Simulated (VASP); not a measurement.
# Ga3Se (Pm-3m) in VASP: notebook

The runs below take Ga3Se through single point, with RPBE.

Program: VASP 6.6.1. These are calculated values, not measurements. Logs are shortened: lines on timing, memory, paths and dates and some standing lists are left out, and cuts for length are marked.

**1. Starting point**

The structure is cubic, space group Pm-3m (No. 221). Conventional cell: a = 4.432 Å, b = 4.432 Å, c = 4.432 Å, α = 90.00°, β = 90.00°, γ = 90.00°. Ga (site symmetry 4/mmm) has 8 Ga at 3.13 Å and 4 Se at 3.13 Å as nearest neighbours. Around Se (site symmetry m-3m) lie 12 Ga at 3.13 Å.

The cell comes from a database or a generator and needn't be the stable form of this composition.

**2. Single point, RPBE**

Contents of INCAR:

```
SYSTEM = Ga3Se
ALGO     = Fast           ! electronic algorithm
EDIFF    = 1E-6           ! SCF threshold, eV
ENCUT    = 520            ! plane-wave cutoff, eV
GGA      = RP             ! functional
ISIF     = 2              ! what is computed and relaxed
ISMEAR   = -1             ! smearing method
LASPH    = .True.         ! aspherical terms in the spheres
LCHARG   = .False.        ! write CHGCAR
LREAL    = .False.        ! projectors in reciprocal space
LWAVE    = .False.        ! write WAVECAR
NBANDS   = 30             ! bands
NELM     = 100            ! most SCF steps
PREC     = Accurate       ! precision mode
SIGMA    = 0.1            ! smearing width, eV
```

Contents of KPOINTS:

```
k-points
0
Gamma
  3 3 3
  0 0 0
```

Contents of POSCAR:

```
Ga3Se
1.0
    4.4324600000      0.0000000000      0.0000000000
    0.0000000000      4.4324600000      0.0000000000
    0.0000000000      0.0000000000      4.4324600000
Ga Se
3 1
Direct
    0.0000000000      0.5000000000      0.5000000000
    0.5000000000      0.0000000000      0.5000000000
    0.5000000000      0.5000000000      0.0000000000
    0.0000000000      0.0000000000      0.0000000000
```

Potentials or basis: VASP PAW PBE potentials, release 64 (Ga_d, Se).

Command:

```console
> cat potpaw_PBE.64/Ga_d/POTCAR potpaw_PBE.64/Se/POTCAR > POTCAR
> mpirun -np 1 vasp_std > vasp.out
```

OUTCAR:

```text
SYSTEM = Ga3Se
   EDIFF = 1E-6
   ENCUT = 520
   GGA = RP
   ISIF = 2
   ISMEAR = -1
   LASPH = .True.
   LREAL = .False.
   NELM = 100
   PREC = Accurate

 ion  position               nearest neighbor table
   1  0.000  0.500  0.500-
   2  0.500  0.000  0.500-
   3  0.500  0.500  0.000-
   4  0.000  0.000  0.000-

  LATTYP: Found a simple cubic cell.
 ALAT       =     4.4324600000

  Lattice vectors:

 A1 = (   4.4324600000,   0.0000000000,   0.0000000000)
 A2 = (   0.0000000000,   4.4324600000,   0.0000000000)
 A3 = (   0.0000000000,   0.0000000000,   4.4324600000)

Analysis of symmetry for initial positions (statically):
=====================================================================
 Subroutine PRICEL returns:
 Original cell was already a primitive cell.

 Routine SETGRP: Setting up the symmetry group for a
 simple cubic supercell.

 Subroutine GETGRP returns: Found 48 space group operations
 (whereof 48 operations were pure point group operations)
 out of a pool of 48 trial point group operations.

The static configuration has the point symmetry O_h .

Analysis of symmetry for dynamics (positions and initial velocities):
=====================================================================
 Subroutine PRICEL returns:
 Original cell was already a primitive cell.

 Routine SETGRP: Setting up the symmetry group for a
 simple cubic supercell.

 Subroutine GETGRP returns: Found 48 space group operations
 (whereof 48 operations were pure point group operations)
 out of a pool of 48 trial point group operations.

The dynamic configuration has the point symmetry O_h .

 Subroutine INISYM returns: Found 48 space group operations
 (whereof 48 operations are pure point group operations),
 and found     1 'primitive' translations

----------------------------------------------------------------------------------------

                                     Primitive cell

  volume of cell :      87.0832

  direct lattice vectors                    reciprocal lattice vectors
     4.432460000  0.000000000  0.000000000     0.225608353  0.000000000  0.000000000
     0.000000000  4.432460000  0.000000000     0.000000000  0.225608353  0.000000000
     0.000000000  0.000000000  4.432460000     0.000000000  0.000000000  0.225608353

  length of vectors
     4.432460000  4.432460000  4.432460000     0.225608353  0.225608353  0.225608353

  position of ions in fractional coordinates (direct lattice)
     0.000000000  0.500000000  0.500000000
     0.500000000  0.000000000  0.500000000
     0.500000000  0.500000000  0.000000000
     0.000000000  0.000000000  0.000000000

  ion indices of the primitive-cell ions
   primitive index   ion index
                 1           1
                 2           2
                 3           3
                 4           4

----------------------------------------------------------------------------------------

 KPOINTS: k-points

Automatic generation of k-mesh.
 Grid dimensions read from file:
 generate k-points for:    3    3    3

 Generating k-lattice:

  Cartesian coordinates                     Fractional coordinates (reciprocal lattice)
     0.075202784  0.000000000  0.000000000     0.333333333  0.000000000  0.000000000
     0.000000000  0.075202784  0.000000000     0.000000000  0.333333333  0.000000000
     0.000000000  0.000000000  0.075202784     0.000000000  0.000000000  0.333333333

  Length of vectors
     0.075202784  0.075202784  0.075202784

  Shift w.r.t. Gamma in fractional coordinates (k-lattice)
     0.000000000  0.000000000  0.000000000

 Subroutine IBZKPT returns following result:
 ===========================================

 Found      4 irreducible k-points:

 Following reciprocal coordinates:
            Coordinates               Weight
  0.000000  0.000000  0.000000      1.000000
  0.333333  0.000000  0.000000      6.000000
  0.333333  0.333333  0.000000     12.000000
  0.333333  0.333333  0.333333      8.000000
   k-points           NKPTS =      4   k-points in BZ     NKDIM =      4   number of bands    NBANDS=     30
   number of dos      NEDOS =    301   number of ions     NIONS =      4
   total plane-waves  NPLWV =  46656
   dimension x,y,z NGX =    36 NGY =   36 NGZ =   36
   dimension x,y,z NGXF=    72 NGYF=   72 NGZF=   72
   ions per type =               3   1
   NGX,Y,Z   is equivalent  to a cutoff of  13.50, 13.50, 13.50 a.u.
   NGXF,Y,Z  is equivalent  to a cutoff of  27.00, 27.00, 27.00 a.u.
 SYSTEM =  Ga3Se
   PREC   = accura    normal or accurate (medium, high low for compatibility)
   ISTART =      0    job   : 0-new  1-cont  2-samecut
   ICHARG =      2    charge: 1-file 2-atom 10-const
   ISPIN  =      1    spin polarized calculation?
   LNONCOLLINEAR =      F non collinear calculations
   LSORBIT =      F    spin-orbit coupling
   LASPH  =      T    aspherical Exc in radial PAW
   ENCUT  =  520.0 eV  38.22 Ry    6.18 a.u.   8.24  8.24  8.24*2*pi/ulx,y,z
   NELM   =    100;   NELMIN=  2; NELMDL= -5     # of ELM steps
   EDIFF  = 0.1E-05   stopping-criterion for ELM
   LREAL  =      F    real-space projection
   EDIFFG = 0.1E-04   stopping-criterion for IOM
   NSW    =      0    number of steps for IOM
   IBRION =     -1    ionic relax: 0-MD 1-quasi-New 2-CG
   NFREE  =      0    steps in history (QN), initial steepest desc. (CG)
   ISIF   =      2    stress and relaxation
   ISYM   =      2    0-nonsym 1-usesym 2-fastsym
   POTIM  = 0.5000    time-step for ionic-motion
   TEBEG  =    0.0;   TEEND  =   0.0 temperature during run
   PSTRESS=    0.0 pullay stress
   NELECT =      45.0000    total number of electrons
   NUPDOWN=      -1.0000    fix difference up-down
   EMIN   =  10.00;   EMAX   =-10.00  energy-range for DOS
   EFERMI =   0.00;   METHOD = LEGACY
   ISMEAR =    -1;   SIGMA  =   0.10  broadening in eV -4-tet -1-fermi 0-gaus
   EFERMI_NEDOS =   21; number of points for ismear=-14 and -15
   IALGO  =     68    algorithm
   IMIX   =      4    mixing-type and parameters
     AMIX     =   0.40;   BMIX     =  1.00
     AMIX_MAG =   1.60;   BMIX_MAG =  1.00
  volume/ion in A,a.u.               =      21.77       146.92
  Fermi-wavevector in a.u.,A,eV,Ry     =   1.313714  2.482560 23.481541  1.725845
  Thomas-Fermi vector in A             =   2.444018
   LORBIT       =      0    0 simple, 1 ext, 2 COOP (PROOUT), +10 PAW based schemes
   GGA     = RP    functional components
   LHFCALC =     F    Hartree Fock is set to
   AEXX    =    0.0000 exact exchange contribution
   IVDW    =     0    specifies the selected vdW correction
   LEPSILON=     F    determine dielectric tensor
   LRPA    =     F    only Hartree local field effects (RPA)
 non-spin polarized calculation
 RMM-DIIS sequential band-by-band and
  energy-cutoff  :      520.00
  volume of cell :       87.08
 maximum number of plane-waves:      2353
 NGX is ok and might be reduce to    36
   NGX = 17   NGY = 17   NGZ = 17

 number of electron      44.9999944 magnetization

 Free energy of the ion-electron system (eV)
  ---------------------------------------------------
  ext. energy  EPLUGINS =         0.00000000
  ---------------------------------------------------
  free energy    TOTEN  =       -10.80790610 eV

  energy without entropy =      -10.72199397  energy(sigma->0) =      -10.76495004

 E-fermi :   5.0289     XC(G=0): -10.1415

 val. band max:        4.1180628963   @ k =   0.3333   0.3333   0.0000
 cond. band min:       5.0782035420   @ k =   0.3333   0.0000   0.0000
 fundamental gap:      0.9601406457
 Fermi energy:         5.0288732003

 k-point     1 :       0.0000    0.0000    0.0000
  band No.  band energies     occupation
      1     -10.3205      2.00000
      2     -10.3061      2.00000
      3     -10.3061      2.00000
      4     -10.3061      2.00000
      5     -10.2616      2.00000
      6     -10.2616      2.00000
[... 22 lines left out ...]
     29      10.7365      0.00000
     30      11.8975      0.00000

 k-point     2 :       0.3333    0.0000    0.0000
  band No.  band energies     occupation
      1     -10.2960      2.00000
      2     -10.2676      2.00000
      3     -10.2572      2.00000
      4     -10.2572      2.00000
      5     -10.2520      2.00000
      6     -10.2285      2.00000
[... 22 lines left out ...]
     29      11.1884      0.00000
     30      11.7040      0.00000

 k-point     3 :       0.3333    0.3333    0.0000
  band No.  band energies     occupation
      1     -10.2679      2.00000
      2     -10.2619      2.00000
      3     -10.2416      2.00000
      4     -10.2319      2.00000
      5     -10.2285      2.00000
      6     -10.2250      2.00000
[... 22 lines left out ...]
     29       9.3943      0.00000
     30       9.6613      0.00000

 k-point     4 :       0.3333    0.3333    0.3333
  band No.  band energies     occupation
      1     -10.3211      2.00000
      2     -10.2594      2.00000
      3     -10.2554      2.00000
      4     -10.2554      2.00000
      5     -10.2192      2.00000
      6     -10.2192      2.00000
[... 22 lines left out ...]
     29      11.7058      0.00000
     30      12.8414      0.00000

------------------------ aborting loop because EDIFF is reached ----------------------------------------

  FORCE on cell =-STRESS in cart. coord.  units (eV):
  Direction    XX          YY          ZZ          XY          YZ          ZX
  --------------------------------------------------------------------------------------
  -------------------------------------------------------------------------------------
  Total        1.0499880      1.0499880      1.0499880     -0.0000000     -0.0000000      0.0000000
  in kB       19.3179237     19.3179237     19.3179237     -0.0000000     -0.0000000      0.0000000
  external PRESSURE =      19.3179237 kB  Pullay stress =       0.0000000 kB

 VOLUME and BASIS-vectors are now :
 -----------------------------------------------------------------------------
  energy-cutoff  :      520.00
  volume of cell :       87.08
      direct lattice vectors                 reciprocal lattice vectors
     4.432460000  0.000000000  0.000000000     0.225608353  0.000000000  0.000000000
     0.000000000  4.432460000  0.000000000     0.000000000  0.225608353  0.000000000
     0.000000000  0.000000000  4.432460000     0.000000000  0.000000000  0.225608353

 POSITION                                       TOTAL-FORCE (eV/Angst)
 -----------------------------------------------------------------------------------
      0.00000      2.21623      2.21623         0.000000      0.000000      0.000000
      2.21623      0.00000      2.21623         0.000000      0.000000      0.000000
      2.21623      2.21623      0.00000         0.000000      0.000000      0.000000
      0.00000      0.00000      0.00000         0.000000      0.000000      0.000000
 -----------------------------------------------------------------------------------
    total drift:                                0.000000      0.000000      0.000000

  FREE ENERGIE OF THE ION-ELECTRON SYSTEM (eV)
  ---------------------------------------------------
  free  energy   TOTEN  =       -10.8079061027 eV

  energy  without entropy=      -10.7219939720  energy(sigma->0) =      -10.76495004
```

It took 10 s on 1 thread of Intel Xeon Platinum 8488C (Sapphire Rapids), shared host; peak memory 0.19 GiB.

What came out:

```yaml
Free_energy: -10.8079 eV
Pressure: 1.9 GPa
Band_gap_on_the_k_mesh: none (metal or under the smearing width)
```

Caveat: the k mesh is coarse (spacing up to 0.47 Å⁻¹), so the values aren't converged; the PAW data sets were made with another functional, which shifts forces and pressure a little.

**3. Single point, RPBE**

Contents of INCAR:

```
  ALGO = Normal
  EDIFF = 1E-6
  ENCUT = 520
  GGA = RP
  ISIF = 2
  ISMEAR = -1
  LASPH = True
  LCHARG = False
  LREAL = False
  LWAVE = False
  NBANDS = 30
  NELM = 100
  PREC = Accurate
  SIGMA = 0.1
```

Contents of KPOINTS:

```
k-points
0
Gamma
  5 5 5
```

POSCAR is that of step 2.

Potentials or basis: VASP PAW PBE potentials, release 64 (Ga_d, Se).

Command:

```console
> cat potpaw_PBE.64/Ga_d/POTCAR potpaw_PBE.64/Se/POTCAR > POTCAR
> mpirun -np 1 vasp_std > vasp.out
```

Run time: 14 s. Hardware: 1 thread of Intel Xeon Platinum 8488C (Sapphire Rapids), shared host; peak memory 0.2 GiB.

The run converged. Its results:

```yaml
Free_energy: -11.0097 eV
Pressure: 1.5 GPa
Band_gap_on_the_k_mesh: none (metal or under the smearing width)
```

Levels at points of the mesh, in eV from the Fermi level:
```csv
k point,band 20,band 21,band 22,band 23,band 24,band 25
"(0.00, 0.00, 0.00)",-3.73,-2.78,-2.78,1.62,1.62,1.62
```

Caveat: the PAW data sets were made with another functional, which shifts forces and pressure a little.

(Continued in part 2 of 2.)
